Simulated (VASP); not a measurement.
Here is a VASP 6.6.1 calculation.

File POSCAR:

```
ZrO2                                    
1.0
   -0.0000000000      2.5580700309      2.5580700309
    2.5580700309     -0.0000000000      2.5580700309
    2.5580700309      2.5580700309     -0.0000000000
  Zr              O             
     1     2
Direct
     0.0000000000000000    0.0000000000000000    0.0000000000000000
     0.2500000000000000    0.2500000000000000    0.2500000000000000
     0.7500000000000000    0.7500000000000000    0.7500000000000000
```

INCAR.step1

```
PREC = Accurate ; ENCUT = 520
EDIFF = 1E-5 ; ISMEAR = 0
SIGMA = 0.02 ; LREAL = F
LASPH = T ; NELM = 80
ALGO = Normal ; ISIF = 2
LWAVE = T ; GGA = PE
```

Contents of INCAR.step2:

```
PREC = Accurate ; ENCUT = 520
EDIFF = 1E-6 ; ISMEAR = 0
SIGMA = 0.02 ; LREAL = F
LASPH = T ; NELM = 80
ALGO = Normal ; ISIF = 2
LWAVE = F ; LCHARG = T
GGA = PE ; LHFCALC = T
AEXX = 0.25 ; PRECFOCK = Fast
LVHAR = T ; ISTART = 1
```

File KPOINTS:

```
regular mesh
0
Gamma
  6 6 6
```

Potentials or basis: VASP PAW PBE potentials, release 64 (Zr_sv, O).

The run is started by

```console
$ cat potpaw_PBE.64/Zr_sv/POTCAR potpaw_PBE.64/O/POTCAR > POTCAR
$ cp INCAR.step1 INCAR
$ mpirun -np 1 vasp_std > vasp.out
$ cp INCAR.step2 INCAR
$ mpirun -np 1 vasp_std > vasp.out
```

Problem. What does it give for the pressure?

Solution. -6.3 GPa.

Problem. Estimate the band gap on the k mesh.

Solution. 5.68 eV, indirect (least direct gap 6.06 eV).

Caveat: the PAW data sets were made with another functional, which shifts forces and pressure a little. A k mesh can miss the band edges.
